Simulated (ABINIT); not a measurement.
Set up this calculation in ABINIT 10.8.3 (patched build), as the native input.

```
Task                : single point
Functional          : PBE
Potentials or basis : Ansatz PAW PBE default generated set, frozen core
Cutoff              : 419 eV
k mesh              : 12 × 12 × 12
Occupations         : methfessel-paxton, width 0.1 eV
Spin                : no spin polarisation
Fine-grid cutoff    : 838.111 eV
```

Crystal: Pd.

```
CELL_PARAMETERS angstrom
0.00000 1.94650 1.94650
1.94650 0.00000 1.94650
1.94650 1.94650 0.00000
ATOMIC_POSITIONS crystal
Pd 0.00000 0.00000 0.00000
```

The input as run:

run.abi

```
pp_dirpath "./"
pseudos "Pd.GGA_PBE-ansatz.xml"

acell 2.7527666992 2.7527666992 2.7527666992 Angstrom
rprim
     0.0000000000     0.7071067812     0.7071067812
     0.7071067812     0.0000000000     0.7071067812
     0.7071067812     0.7071067812     0.0000000000
ntypat 1
znucl 46
natom 1
typat 1
xred
     0.0000000000     0.0000000000     0.0000000000

ecut 419.055348 eV
pawecutdg 30.8
pawxcdev 0

kptopt 1
ngkpt 12 12 12
nshiftk 1
shiftk 0.0 0.0 0.0

ixc 11

nband 13
occopt 6
tsmear 0.1 eV

nstep 100
tolvrs 1.0e-9

iomode 3
prtwf 0
prteig 0
prtebands 0
enunit 1
prtden 1
prtvha 1
prtvclmb 1
prtpot 1
```

Potentials or basis: Ansatz PAW PBE default generated set, frozen core.

Command:

```bash
$ abinit run.abi > log 2>&1
```

It gave:

The pressure is 6.8 GPa and the band gap on the k mesh is none (metal or under the smearing width).

Caveat: the atomic spheres overlap.

Wall time 13 s on 1 thread of Arm Neoverse V2, with other jobs on the host, peak memory 0.19 GiB.
